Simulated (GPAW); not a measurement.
# Rh (P6_3/mmc) in GPAW: convergence with smearing function

Aim: find how far smearing function must go before the results for Rh settle, at LDA. This setting moves, with any that are tied to it; all else stays.

Everything below comes from runs of GPAW 26.7.0. Logs are shortened: lines on timing, memory, paths and dates and some standing lists are left out, and cuts for length are marked. The log counts tension as positive stress, the text compression.

## 1. Starting point

Symmetry: P6_3/mmc, No. 194, hexagonal system. The conventional cell has a = 2.731 Å, b = 2.731 Å, c = 4.428 Å, α = 90.00°, β = 90.00°, γ = 120.00°. Rh (site symmetry -6m2) has 12 Rh at 2.72 to 2.73 Å as nearest neighbours.

This isn't the form of Rh at room conditions, which is fcc.

## 2. With smearing function fermi-dirac

File run.py:

```python
from ase.dft.bandgap import bandgap
from ase.io import read, write
from ase.units import GPa
from gpaw import GPAW, PW

atoms = read('POSCAR')

calc = GPAW(mode=PW(600),
            xc='LDA',
            kpts={'size': (8, 8, 5), 'gamma': True},
            occupations={'name': 'fermi-dirac', 'width': 0.1},
            nbands=28,
            convergence={'density': 1e-05, 'energy': 1e-05},
            maxiter=100,
            txt='gpaw.txt')
atoms.calc = calc
energy = atoms.get_potential_energy()
forces = atoms.get_forces()
stress = atoms.get_stress()
calc.write('gs.gpw')
write('result.traj', atoms)
print(f'Energy: {energy:.6f} eV')
print('Forces (eV/A):')
print(forces.round(4))
print('Stress (GPa):', (stress / GPa).round(3))
print('Fermi level:', round(calc.get_fermi_level(), 4), 'eV')
print(f'Gap: {bandgap(calc)[0]:.4f} eV, direct: {bandgap(calc, direct=True)[0]:.4f} eV')
```

File POSCAR:

```
Rh
1.0
    2.7309790422      0.0000000000      0.0000000000
   -1.3654895211      2.3650972278      0.0000000000
    0.0000000000      0.0000000000      4.4284890000
Rh
2
Direct
    0.3333333333      0.6666666667      0.2500000000
    0.6666666667      0.3333333333      0.7500000000
```

Potentials or basis: the program's PAW data sets (release 1.2.1) made for this functional, pw.

Command:

```console
OMP_NUM_THREADS=1 python run.py
```

gpaw.txt:

```text
__  _  _
 | _ |_)|_||  |
 |__||  | ||/\| - 26.7.0

Input parameters:
  mode=PW(ecut=600.0),
  convergence={'density': 1e-05, 'energy': 1e-05},
  kpts=MonkhorstPack(size=(8, 8, 5), gamma=True),
  maxiter=100,
  nbands=28,
  occupations=Occupations(name='fermi-dirac', width=0.1),
  xc=XC(name='LDA')

Diagonalizing LCAO Hamiltonian
Converting LCAO to pw mode

          Rh

        Rh

Atoms  # Å, Bohr magnetons
|   | symbol |         x |        y |        z |    initial magnetic moments |
|---|--------|-----------|----------|----------|-----------------------------|
| 0 |     Rh | -0.000000 | 1.576731 | 1.107122 | ( 0.0000,  0.0000,  0.0000) |
| 1 |     Rh |  1.365490 | 0.788366 | 3.321367 | ( 0.0000,  0.0000,  0.0000) |

Unit cell  # Å
| periodic |         x |        y |        z |  lengths |     angles |
|----------|-----------|----------|----------|----------|------------|
|      yes |  2.730979 | 0.000000 | 0.000000 | 2.730979 |  90.000000 |
|      yes | -1.365490 | 2.365097 | 0.000000 | 2.730979 |  90.000000 |
|      yes |  0.000000 | 0.000000 | 4.428489 | 4.428489 | 120.000000 |

Number of symmetries: 12
Symmetry operations  # r_c * U_cc + t_c -> r_c
|    | kind |            matrix            |
|----|------|------------------------------|
|  0 |  σ   |  1, 1, 0,  0,-1, 0,  0, 0, 1 |
|  1 |  S6  |  1, 1, 0, -1, 0, 0,  0, 0,-1 |
|  2 |  E   |  1, 0, 0,  0, 1, 0,  0, 0, 1 |
|  3 |  C2  |  1, 0, 0, -1,-1, 0,  0, 0,-1 |
|  4 |  C2  |  0, 1, 0,  1, 0, 0,  0, 0,-1 |
|  5 |  C3  |  0, 1, 0, -1,-1, 0,  0, 0, 1 |
|  6 |  S6  |  0,-1, 0,  1, 1, 0,  0, 0,-1 |
|  7 |  σ   |  0,-1, 0, -1, 0, 0,  0, 0, 1 |
|  8 |  σ   | -1, 0, 0,  1, 1, 0,  0, 0, 1 |
|  9 |  i   | -1, 0, 0,  0,-1, 0,  0, 0,-1 |
| 10 |  C3  | -1,-1, 0,  1, 0, 0,  0, 0, 1 |
| 11 |  C2  | -1,-1, 0,  0, 1, 0,  0, 0,-1 |

BZ-sampling:
  Number of BZ points: 320
  Number of IBZ points: 40

  Monkhorst-Pack size: [8, 8, 5]
  Monkhorst-Pack shift: [0.0625, 0.0625, 0.0]

K-points  # in reciprocal-cell coordinates
|     |                                coordinates |     weight |
|-----|--------------------------------------------|------------|
|   0 | (  0.00000000,   0.00000000,   0.00000000) | 0.00312500 |
|   1 | (  0.00000000,   0.00000000,   0.20000000) | 0.00625000 |
|   2 | (  0.00000000,   0.00000000,   0.40000000) | 0.00625000 |
|   3 | (  0.12500000,   0.00000000,  -0.40000000) | 0.01875000 |
|   4 | (  0.12500000,   0.00000000,  -0.20000000) | 0.01875000 |
|   5 | (  0.12500000,   0.00000000,   0.00000000) | 0.01875000 |
|   6 | (  0.12500000,   0.00000000,   0.20000000) | 0.01875000 |
|   7 | (  0.12500000,   0.00000000,   0.40000000) | 0.01875000 |
|   8 | (  0.25000000,  -0.12500000,   0.00000000) | 0.01875000 |
|   9 | (  0.25000000,  -0.12500000,   0.20000000) | 0.03750000 |
| ... |                                            |            |
|  39 | (  0.50000000,   0.50000000,   0.40000000) | 0.01875000 |

Plane wave coefficients: 989
Cutoff: 600.0 eV

Spin-components: 1 (collinear spins)
Bands:           28
Projectors:      12
Spin-degeneracy: 2
Datatype:        complex128

Parallelization:
  kpt:    1
  domain: 1
  band:   1

Density:
  Valence electrons: 30.0
  Components: 1
  Grid points: [16 16 27]
  Charge: 0.0  # |e|

Potential:
  Grid points: [16 16 27]

species:
  Rh:
    name:    Rhodium
    Z:       45.0
    valence: 15
    core:    30
    charge:  0.0  # [|e|]
    compensation charges:
      type: gauss
      rc: 0.38  # [Å]
      lmax: 2
    cutoffs:
      filter: 2.48  # [Å]
      core: 2.35  # [Å]
    projectors
    | kind |    occ | energy [eV] | rcut [Å] |
    |------|--------|-------------|----------|
    |   5s |  1.000 |      -4.582 |    1.270 |
    |   4p |  6.000 |     -50.540 |    1.381 |
    |   5p |  0.000 |      -0.969 |    1.381 |
    |   4d |  8.000 |      -6.147 |    1.244 |
    |    s |        |      22.630 |    1.270 |
    |    d |        |      21.064 |    1.244 |

    Using partial waves for Rh as LCAO basis

Reference energy: -260018.260467  # eV

eigensolver:
  PPCG
  Converge bands: occupied
  niter=2

density mixing:
  MSR1-Mixer
  Pratt-step length: 0.05
  Maximum mixing coefficient: 0.75
  Old densities: 10
  SVD Regularization: 0.005
  Good broyden scale: 1.0
  Trust region scale: 1.0
  Backstep threshold: 4.0
  History deletion threshold: 6.0
  Fourier metric: weight=20.0, sigma=0.015

occupation numbers:
  Fermi-Dirac:
    width: 0.1000  # eV

poisson solver:
  ecut: 4800.0  # eV

xc functional:
  name: None

convergence criteria:
- Maximum integral of absolute [dens]ity change: 1e-05 electrons / valence electron
- Maximum [total energy] change in last 3 cyles: 1e-05 eV / valence electron
- Maximum integral of absolute [eigenst]ate change: 4e-08 eV^2 / valence electron
maximum number of iterations: 100

SCF iterations
|iter     | |      energy | eigst |  dens |
|---------|-|-------------|-------|-------|
|iter:   1| |  -18.659365 | +0.14 |       |
|iter:   2| |  -18.353994 | -2.52 | -1.09 |
|iter:   3| |  -17.303622 | -1.76 | -1.14 |
|iter:   4| |  -17.290456 | -3.70 | -2.30 |
|iter:   5| |  -17.284663 | -3.81 | -2.51 |
|iter:   6| |  -17.284677 | -6.45 | -3.62 |
|iter:   7| |  -17.284685c| -6.81 | -3.90 |
|iter:   8| |  -17.284685c| -8.36c| -4.59 |
|iter:   9| |  -17.284686c| -7.74c| -4.82 |
|iter:  10| |  -17.284686c| -8.24c| -5.25c|

Converged in 10 steps
Energy contributions relative to reference atoms: (reference = -260018.260467)

Energy contributions:
  Kinetic:         -14.737388
  Coulomb:           8.848104
  Zero:             -0.305961
  External:          0.000000
  Xc:              -11.023534
  Entropy:          -0.131816
  Spinorbit:         0.000000
  ----------------------------
  Free energy:     -17.350594
  Extrapolated:    -17.284686

dipole moment: (0.000000, 0.000001, 0.000001)  # |e|*Ang

Fermi level: 10.902
Eigenvalues  # (at kpt = [0.000, 0.000, 0.000])
| band index |      eig [eV] | occ [0-2] |
|------------|---------------|-----------|
|          0 |       -36.012 |     2.000 |
|        ... |               |           |
|          7 |         5.003 |     2.000 |
|          8 |         7.952 |     2.000 |
|          9 |         8.046 |     2.000 |
|         10 |         8.046 |     2.000 |
|         11 |         8.533 |     2.000 |
|         12 |         8.533 |     2.000 |
[... 8 lines left out ...]
|         21 |        29.802 |     0.000 |
|         22 |        33.923 |     0.000 |
|        ... |               |           |
|         27 |        36.346 |     0.000 |

No gap
No difference between direct/indirect transitions

Forces  # eV/Ang
|        x |        y |        z |
|----------|----------|----------|
| -0.00000 | -0.00000 |  0.00012 |  # Rh   0
|  0.00000 | -0.00000 | -0.00012 |  # Rh   1

Stress tensor  # eV/Ang^3
|         x |         y |        z |
|-----------|-----------|----------|
|  0.101664 | -0.000000 | 0.000000 |
| -0.000000 |  0.101664 | 0.000000 |
|  0.000000 |  0.000000 | 0.116620 |

# Writing to gs.gpw (mode='')
```

stdout:

```text
Energy: -17.284686 eV
Forces (eV/A):
[[-0.     -0.      0.0001]
 [ 0.     -0.     -0.0001]]
Stress (GPa): [16.288 16.288 18.685  0.     0.    -0.   ]
Fermi level: 10.9015 eV
Gap: 0.0000 eV, direct: 0.0000 eV
```

It took 15 s on 1 thread of Arm Neoverse V2, shared host; peak memory 0.15 GiB.

Results:

```yaml
Free_energy: -17.3506 eV
Pressure: -17.1 GPa
Band_gap_on_the_k_mesh: none (metal or under the smearing width)
```

## 3. With smearing function gaussian

Changes to run.py since step 2:

```diff
@@ -10,3 +10,3 @@
             kpts={'size': (8, 8, 5), 'gamma': True},
-            occupations={'name': 'fermi-dirac', 'width': 0.1},
+            occupations={'name': 'methfessel-paxton', 'order': 0, 'width': 0.1},
             nbands=28,
```

POSCAR is that of step 2.

Potentials or basis: the program's PAW data sets (release 1.2.1) made for this functional, pw.

Command:

```console
OMP_NUM_THREADS=1 python run.py
```

Run time: 15 s. Hardware: 1 thread of Arm Neoverse V2, shared host; peak memory 0.16 GiB.

It converged, with:

| Quantity | Value |
| --- | --- |
| Free energy | -17.2937 eV |
| Pressure | -17.6 GPa |
| Band gap on the k mesh | none (metal or under the smearing width) |

## 4. With smearing function marzari-vanderbilt

Changes to run.py since step 3:

```diff
@@ -10,3 +10,3 @@
             kpts={'size': (8, 8, 5), 'gamma': True},
-            occupations={'name': 'methfessel-paxton', 'order': 0, 'width': 0.1},
+            occupations={'name': 'marzari-vanderbilt', 'width': 0.1},
             nbands=28,
```

POSCAR is that of step 3.

Command:

```console
OMP_NUM_THREADS=1 python run.py
```

Run time: 15 s. Hardware: 1 thread of Arm Neoverse V2, shared host; peak memory 0.15 GiB.

Results (log left out):

- Free energy: -17.2822 eV
- Pressure: -17.7 GPa
- Band gap on the k mesh: none (metal or under the smearing width)

## 5. With smearing function methfessel-paxton

Changes to run.py since step 4:

```diff
@@ -10,3 +10,3 @@
             kpts={'size': (8, 8, 5), 'gamma': True},
-            occupations={'name': 'marzari-vanderbilt', 'width': 0.1},
+            occupations={'name': 'methfessel-paxton', 'width': 0.1},
             nbands=28,
```

POSCAR is that of step 4.

Command:

```console
OMP_NUM_THREADS=1 python run.py
```

It took 14 s on 1 thread of Arm Neoverse V2, shared host; peak memory 0.15 GiB.

It converged, with:

```
Free energy            : -17.2937 eV
Pressure               : -17.6 GPa
Band gap on the k mesh : none (metal or under the smearing width)
```

## 6. With smearing function tetrahedron-method

Changes to run.py since step 5:

```diff
@@ -10,3 +10,3 @@
             kpts={'size': (8, 8, 5), 'gamma': True},
-            occupations={'name': 'methfessel-paxton', 'width': 0.1},
+            occupations={'name': 'tetrahedron-method'},
             nbands=28,
```

POSCAR is that of step 5.

Potentials or basis: the program's PAW data sets (release 1.2.1) made for this functional, pw.

Command:

```console
OMP_NUM_THREADS=1 python run.py
```

It took 15 s on 1 thread of Arm Neoverse V2, shared host; peak memory 0.15 GiB.

It converged, with:

```
Free energy            : -17.1729 eV
Pressure               : -16.7 GPa
Band gap on the k mesh : none (metal or under the smearing width)
```

## 7. With smearing function improved-tetrahedron-method

Changes to run.py since step 6:

```diff
@@ -10,3 +10,3 @@
             kpts={'size': (8, 8, 5), 'gamma': True},
-            occupations={'name': 'tetrahedron-method'},
+            occupations={'name': 'improved-tetrahedron-method'},
             nbands=28,
```

POSCAR is that of step 6.

Command:

```console
OMP_NUM_THREADS=1 python run.py
```

Wall time 15 s (1 thread of Arm Neoverse V2, shared host); peak memory 0.16 GiB.

The run converged. Its results:

| Quantity | Value |
| --- | --- |
| Free energy | -17.2876 eV |
| Pressure | -17.7 GPa |
| Band gap on the k mesh | none (metal or under the smearing width) |

## 8. Result

```
          smearing function  energy less the tightest run, at zero smearing (meV/atom)  pressure (GPa)  SCF cycles  CPU time (s)  peak memory (GiB)
                fermi-dirac                                                       1.48          -17.09          10            15               0.15
                   gaussian                                                       1.94          -17.63          10            15               0.16
         marzari-vanderbilt                                                       2.71          -17.74          10            15               0.15
          methfessel-paxton                                                       1.94          -17.63          10            14               0.15
         tetrahedron-method                                                      57.39          -16.65          10            15               0.15
improved-tetrahedron-method                                                       0.00          -17.72          10            15               0.16
```

Not settled before the last step: the energy (to 1 meV/atom), the pressure (to 0.1 GPa). Narrower smearing needs a denser k mesh, so at a fixed mesh the narrowest width isn't the most accurate. The tightest run that finished is the yardstick and may itself not be fully converged.

Caveats: so large a pressure means that the cell lies far from this level's equilibrium, or that cutoff or potentials fall short.
